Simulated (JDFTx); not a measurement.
LiF (Griceite):

```xyz
2
Lattice="0.0000 2.0140 2.0140 2.0140 0.0000 2.0140 2.0140 2.0140 0.0000" Properties=species:S:1:pos:R:3 pbc="T T T"
F     2.0140    2.0140    2.0140
Li    0.0000    0.0000    0.0000
```

Base run:

| Item | Value |
| --- | --- |
| Program | JDFTx 1.7.0 (patched build) |
| Functional | LDA |
| Potentials or basis | PseudoDojo-SR-LDA-0.4.1-standard |
| Cutoff | 1143 eV |
| Density cutoff | 9143 eV |
| k mesh | 11 × 11 × 11 |
| Occupations | fermi-dirac, width 0.05 eV |
| Spin | no spin polarisation |

Its results: band gap on the k mesh 8.86 eV, direct; pressure -6.7 GPa.

Q: The run is repeated on the same cell with these changes: functional from LDA to PBEsol; potentials or basis from PseudoDojo-SR-LDA-0.4.1-standard to PseudoDojo-SR-PBEsol-0.4.1-standard. What comes out?

A: Band gap on the k mesh 8.94 eV, direct; pressure -1.4 GPa.

Caveats: an odd mesh through Γ misses points on the zone boundary, where band edges often lie.

Not every run made on this cell is shown here.
